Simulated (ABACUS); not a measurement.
# GaAs (F-43m) in ABACUS: further runs

The runs below take GaAs through single point, with PBE.

All numbers are computed with ABACUS 3.10.1; they aren't measurements. Logs are shortened: lines on timing, memory, paths and dates and some standing lists are left out, and cuts for length are marked.

**The experiment to reproduce.**

“Evidence of valence band perturbations in GaAsN/GaAs(001): A combined variable-angle spectroscopic ellipsometry and modulated photoreflectance investigation”, 2008, arxiv:0805.2212 reports, for a bulk crystal of GaAs at 300 K: band gap 1.412 ± 0.01 eV (direct).

How close the calculation comes is told below.

## 1. Starting point

It takes space group F-43m (No. 216, cubic). The conventional cell has a = 5.654 Å, b = 5.654 Å, c = 5.654 Å, α = 90.00°, β = 90.00°, γ = 90.00°. As (site symmetry -43m) is surrounded by 4 Ga at 2.45 Å. Around Ga (site symmetry -43m) lie 4 As at 2.45 Å.

## 2. Single point, PBE

Contents of INPUT:

```
INPUT_PARAMETERS
suffix              GaAs
calculation         scf
basis_type          lcao
pseudo_dir          ./
orbital_dir         ./
symmetry            1
dft_functional      pbe
ecutwfc             114
pseudo_rcut         10
nspin               1
nbands              33
ks_solver           genelpa
smearing_method     fd
smearing_sigma      0.00367493
scf_thr             1e-07
scf_nmax            100
mixing_type         broyden
mixing_beta         0.7
cal_force           1
cal_stress          1
out_mul             1
out_chg             1
out_pot             2
out_elf             1
```

Contents of STRU:

```
ATOMIC_SPECIES
As 74.9216 As.upf
Ga 69.7230 Ga.upf

NUMERICAL_ORBITAL
As_confined-atom_7au_3s3p2d.orb
Ga_confined-atom_8au_3s3p2d.orb

LATTICE_CONSTANT
1.8897261246

LATTICE_VECTORS
0.0000000000 2.8268500000 2.8268500000
2.8268500000 0.0000000000 2.8268500000
2.8268500000 2.8268500000 0.0000000000

ATOMIC_POSITIONS
Direct

As
0.0
1
0.7500000000 0.7500000000 0.7500000000 1 1 1

Ga
0.0
1
0.0000000000 0.0000000000 0.0000000000 1 1 1
```

Contents of KPT:

```
K_POINTS
0
Gamma
7 7 7 0 0 0
```

Potentials or basis: PseudoDojo NC SR 0.5 PBE stringent, DZP LCAO (the cutoffs set its grid).

Command:

```sh
$ OMP_NUM_THREADS=1 mpirun -np 4 abacus > log
```

running log:

```text
ABACUS v3.10.1

               Atomic-orbital Based Ab-initio Computation at UStc

 ------------------------------------------------------------------------------------

 READING GENERAL INFORMATION
                           global_out_dir = OUT.GaAs/
                           global_in_card = INPUT
                               pseudo_dir = ./
                              orbital_dir = ./
                                    DSIZE = 4
                                    GSIZE = 1

 READING UNITCELL INFORMATION
                                    ntype = 2
                  lattice constant (Bohr) = 1.88973
              lattice constant (Angstrom) = 1

 READING ATOM TYPE 1
                               atom label = As
                      L=0, number of zeta = 3
                      L=1, number of zeta = 3
                      L=2, number of zeta = 2
             number of atom for this type = 1

 READING ATOM TYPE 2
                               atom label = Ga
                      L=0, number of zeta = 3
                      L=1, number of zeta = 3
                      L=2, number of zeta = 2
             number of atom for this type = 1

                        TOTAL ATOM NUMBER = 2
DIRECT COORDINATES
    atom                   x                   y                   z     mag                  vx                  vy                  vz
taud_As1            0.7500000000        0.7500000000        0.7500000000  0.0000        0.0000000000        0.0000000000        0.0000000000
taud_Ga1            0.0000000000        0.0000000000        0.0000000000  0.0000        0.0000000000        0.0000000000        0.0000000000

                          Volume (Bohr^3) = 304.884
                             Volume (A^3) = 45.1791

 Lattice vectors: (Cartesian coordinate: in unit of a_0)
                   +0            +2.82685            +2.82685
             +2.82685                  +0            +2.82685
             +2.82685            +2.82685                  +0
 Reciprocal vectors: (Cartesian coordinate: in unit of 2 pi/a_0)
            -0.176875           +0.176875           +0.176875
            +0.176875           -0.176875           +0.176875
            +0.176875           +0.176875           -0.176875
 The esolver type has been set to : ksdft_lcao

                PAO radial cut off (Bohr) = 10

 Read in pseudopotential file is As.upf
                     pseudopotential type = NC
          exchange-correlation functional = PBE
                 nonlocal core correction = 1
                        valence electrons = 23
                                     lmax = 2
                           number of zeta = 5
                     number of projectors = 6
                           L of projector = 0
[... 5 lines left out ...]
                PAO radial cut off (Bohr) = 10

 Read in pseudopotential file is Ga.upf
                     pseudopotential type = NC
          exchange-correlation functional = PBE
                 nonlocal core correction = 1
                        valence electrons = 21
                                     lmax = 2
                           number of zeta = 5
                     number of projectors = 6
                           L of projector = 0
                           L of projector = 0
                           L of projector = 1
                           L of projector = 1
                           L of projector = 2
                           L of projector = 2
     initial pseudo atomic orbital number = 26

 SETUP THE ELECTRONS NUMBER
            electron number of element As = 23
      total electron number of element As = 23
            electron number of element Ga = 21
      total electron number of element Ga = 21
            AUTOSET number of electrons:  = 44
                           occupied bands = 22
                                   NLOCAL = 44
                                   NBANDS = 33
                                   NBANDS = 33
                                   NLOCAL = 44

%%%%%%%%%%%%%%%%%%%%%%%%%%%%%%%%%%%%%%%%%%%%%%%%%%%%%%%%%%%%%%%%%%%%%%%%%%%%%%%%%%%%%%%%%%%%%%%%%%%%%%%%%%
 Warning: the number of valence electrons in pseudopotential > 5 for As: [Ar] 3d10 4s2 4p3
 Warning: the number of valence electrons in pseudopotential > 3 for Ga: [Ar] 3d10 4s2 4p1
 Pseudopotentials with additional electrons can yield (more) accurate outcomes, but may be less efficient.
 If you're confident that your chosen pseudopotential is appropriate, you can safely ignore this warning.
%%%%%%%%%%%%%%%%%%%%%%%%%%%%%%%%%%%%%%%%%%%%%%%%%%%%%%%%%%%%%%%%%%%%%%%%%%%%%%%%%%%%%%%%%%%%%%%%%%%%%%%%%%

 SETUP THE PLANE WAVE BASIS
 energy cutoff for charge/potential (unit:Ry) = 456
            fft grid for charge/potential = [ 54, 54, 54 ]
                        fft grid division = [ 2, 2, 2 ]
[... 80 lines left out ...]
                                    ibrav = 2
                       right hand lattice = 1
(for k-lattice: )
                             BRAVAIS TYPE = 2
                     BRAVAIS LATTICE NAME = 02. Cubic I (body-centered)
                                    ibrav = 2
                       right hand lattice = 1
                        ROTATION MATRICES = 48
                               nkstot_ibz = 20
K-POINTS REDUCTION ACCORDING TO SYMMETRY
     IBZ    DIRECT_X    DIRECT_Y    DIRECT_Z  WEIGHT  ibz2bz
       1  0.00000000  0.00000000  0.00000000  0.0029       0
       2  0.14285714  0.14285714  0.14285714  0.0233       1
       3  0.28571429  0.28571429  0.28571429  0.0233       2
       4  0.42857143  0.42857143  0.42857143  0.0233       3
       5  0.14285714  0.14285714  0.00000000  0.0175       8
       6  0.28571429  0.14285714  0.28571429  0.0700       9
[... 12 lines left out ...]
      19 -0.42857143  0.42857143  0.14285714  0.0700      74
      20 -0.28571429  0.42857143  0.28571429  0.0700      75

                               nkstot now = 20
[... K-POINTS DIRECT COORDINATES: 20 rows ...]

           k-point number in this process = 20
       minimum distributed K point number = 20
[... stars of the k points ...]

[... K-POINTS CARTESIAN COORDINATES: 20 rows ...]

[... K-POINTS DIRECT COORDINATES: 20 rows ...]

 SETUP PLANE WAVES FOR WAVE FUNCTIONS
     energy cutoff for wavefunc (unit:Ry) = 114
              fft grid for wave functions = [ 54, 54, 54 ]
                    number of plane waves = 7799
                         number of sticks = 511

 PARALLEL PW FOR WAVE FUNCTIONS
     PROC   COLUMNS(POT)             PW
        1            128           1950
        2            128           1951
        3            128           1951
        4            127           1947
 --------------- sum -------------------
        4            511           7799

 SET NONLOCAL PSEUDOPOTENTIAL PROJECTORS
 SET NONLOCAL PSEUDOPOTENTIAL PROJECTORS
 max number of nonlocal projetors among all species is 6

 -------------------------------------------
 SELF-CONSISTENT
 -------------------------------------------

 SETUP SEARCHING RADIUS FOR PROGRAM TO SEARCH ADJACENT ATOMS
                  longest orb rcut (Bohr) = 8
   longest nonlocal projector rcut (Bohr) = 1.62
                     search radius (Bohr) = 19.2
              searching radius is (Bohr)) = 19.2
         searching radius unit is (Bohr)) = 1.89
                         PeriodicBoundary = 1
                        Radius(unit:lat0) = 10.2
                                   glayer = [ 5, 5, 5 ]
                             glayer_minus = [ 4, 4, 4 ]

Find the coordinate range of the input atom(unit:lat0).
                                  min_tau = [ -22.6, -22.6, -22.6 ]
                                  max_tau = [ 26.9, 26.9, 26.9 ]
                                BoxNumber = [ 9, 9, 9 ]

 SETUP EXTENDED REAL SPACE GRID FOR GRID INTEGRATION
                          real space grid = [ 54, 54, 54 ]
                 big cell numbers in grid = [ 27, 27, 27 ]
             meshcell numbers in big cell = [ 2, 2, 2 ]
                        extended fft grid = [ 36, 36, 36 ]
                dimension of extened grid = [ 100, 100, 100 ]
                            UnitCellTotal = 125
              Atom number in sub-FFT-grid = 2
    Local orbitals number in sub-FFT-grid = 44
                                ParaV.nnr = 32670
                                 init_chg = atomic

 LCAO ALGORITHM --------------- ION=   1  ELEC=   1--------------------------------

 Density error is 0.0240994563917
----------------------------------------------------------
     Energy           Rydberg                 eV
----------------------------------------------------------
 E_KohnSham     -1107.1926034197     -15064.1281899622
 E_Harris       -1107.2726235423     -15065.2169195846
 E_Fermi        0.7197441535         9.7926215896
----------------------------------------------------------
[... 80 lines left out ...]
 Density error is 4.57200973269e-08
----------------------------------------------------------
     Energy           Rydberg                 eV
----------------------------------------------------------
 E_KohnSham     -1107.2009793280     -15064.2421500407
 E_KS(sigma->0) -1107.2009784626     -15064.2421382660
 E_Harris       -1107.2009827687     -15064.2421968537
 E_band         -154.6851955668      -2104.6000559523
 E_one_elec     -990.0288325130      -13470.0333064643
 E_Hartree      478.6262003455       6512.0435367880
 E_xc           -107.0288357574      -1456.2020166065
 E_Ewald        -488.7695096722      -6650.0503402084
 E_entropy(-TS) -0.0000017309        -0.0000235495
 E_descf        0.0000000000         0.0000000000
 E_exx          0.0000000000         0.0000000000
 E_Fermi        0.7445832346         10.1305746260
----------------------------------------------------------

 charge density convergence is achieved
 final etot is -15064.24215 eV
 EFERMI = 10.130574626 eV
The vacuum level is 12.139804016 eV

 STATE ENERGY(eV) AND OCCUPATIONS    NSPIN == 1
 1/20 kpoint (Cartesian) = 0.0000 0.0000 0.0000 (1559 pws)
       1       -175.008     0.00583090
       2       -134.005     0.00583090
       3       -118.385     0.00583090
       4       -118.385     0.00583090
       5       -118.385     0.00583090
       6       -84.7073     0.00583090
[... 200 lines left out ...]
      32        28.0719        0.00000
      33        28.8529        0.00000

[... levels at 14 further k points ...]

 correction force for each atom along direction 1 is 0.00198437
 correction force for each atom along direction 2 is 0.00274128
 correction force for each atom along direction 3 is 0.00243290
------------------------------------------------------------------------------------------
 TOTAL-FORCE (eV/Angstrom)
------------------------------------------------------------------------------------------
                       As1         0.0000000000         0.0000000000         0.0000000000
                       Ga1         0.0000000000         0.0000000000         0.0000000000
------------------------------------------------------------------------------------------

----------------------------------------------------------------
 TOTAL-STRESS (KBAR)
----------------------------------------------------------------
        43.0571231266         0.0000000000         0.0000000000
        -0.0000000000        43.0571231266        -0.0000000000
         0.0000000000         0.0000000000        43.0571231266
----------------------------------------------------------------
 TOTAL-PRESSURE: 43.057123 KBAR

 --------------------------------------------
 !FINAL_ETOT_IS -15064.2421500407162966 eV
 --------------------------------------------
```

It took 24 s on 4 MPI ranks of Intel Xeon Platinum 8259CL at 2.50GHz (Skylake/Cascade Lake), shared host; peak memory 0.56 GiB.

What came out:

* Free energy: -15064.2422 eV
* Pressure: 4.3 GPa
* Band gap on the k mesh: 0.57 eV, direct
* Mulliken charges: As +0.34; Ga -0.34 e

Levels at points of the mesh, in eV from the valence-band top:
```
           k point  band 18  band 19  band 20  band 21  band 22  band 23  band 24  band 25  band 26  band 27
(0.00, 0.00, 0.00)   -14.81   -12.74     0.00     0.00     0.00     0.57     3.76     3.76     3.76     8.30
```

Caveat: the atomic orbitals were generated for these runs and aren't a published set; Mulliken charges move with the basis; the basis of atomic orbitals isn't converged, which shifts pressures, moduli and gaps.

## 3. Single point, PBE

INPUT, as its differences from that of step 2:

```diff
@@ -8,6 +8,6 @@
 dft_functional      pbe
-ecutwfc             114
+ecutwfc             100
 pseudo_rcut         10
 nspin               1
-nbands              33
+nbands              18
 ks_solver           genelpa
@@ -23,3 +23 @@
 out_chg             1
-out_pot             2
-out_elf             1
```

STRU, as its differences from that of step 2:

```diff
@@ -5,4 +5,4 @@
 NUMERICAL_ORBITAL
-As_confined-atom_7au_3s3p2d.orb
-Ga_confined-atom_8au_3s3p2d.orb
+As_confined-atom_7au_1s1p1d.orb
+Ga_confined-atom_8au_1s1p1d.orb
```

KPT is that of step 2.

Potentials or basis: PseudoDojo NC SR 0.5 PBE standard, SZ LCAO (the cutoffs set its grid).

Command:

```sh
$ OMP_NUM_THREADS=1 mpirun -np 4 abacus > log
```

It took 1.7 s on 4 MPI ranks of Intel Xeon 6975P-C (Granite Rapids), shared host; peak memory 0.4 GiB.

These settings aren't checked as converged: the numbers below hold their error.

Results:

```yaml
Free_energy: -4966.7234 eV
Pressure: 8.9 GPa
Band_gap_on_the_k_mesh: 0.82 eV, direct
Mulliken_charges: As -0.21; Ga +0.21 e
```

Caveat: the atomic orbitals were generated for these runs and aren't a published set; Mulliken charges move with the basis; the basis of atomic orbitals isn't converged, which shifts pressures, moduli and gaps.

## 4. Against experiment

Step 2. A measured gap of GaAs is 1.412 eV (direct; 300 K; “Evidence of valence band perturbations in GaAsN/GaAs(001): A combined variable-angle spectroscopic ellipsometry and modulated photoreflectance investigation”, 2008, arxiv:0805.2212); the calculated 0.57 eV misses it by -0.85 eV. 3 values of this kind are on record (1.412 to 1.51 eV); this one was drawn at random among those near their median, those with a stated uncertainty first. Spin-orbit coupling on As, Ga is left out. The value is that of PBE in an atomic basis (PseudoDojo NC SR 0.5 PBE stringent, DZP LCAO (the cutoffs set its grid)), whose error adds to the functional's,, without temperature or zero-point motion. Semilocal functionals fall short of measured gaps as a rule.
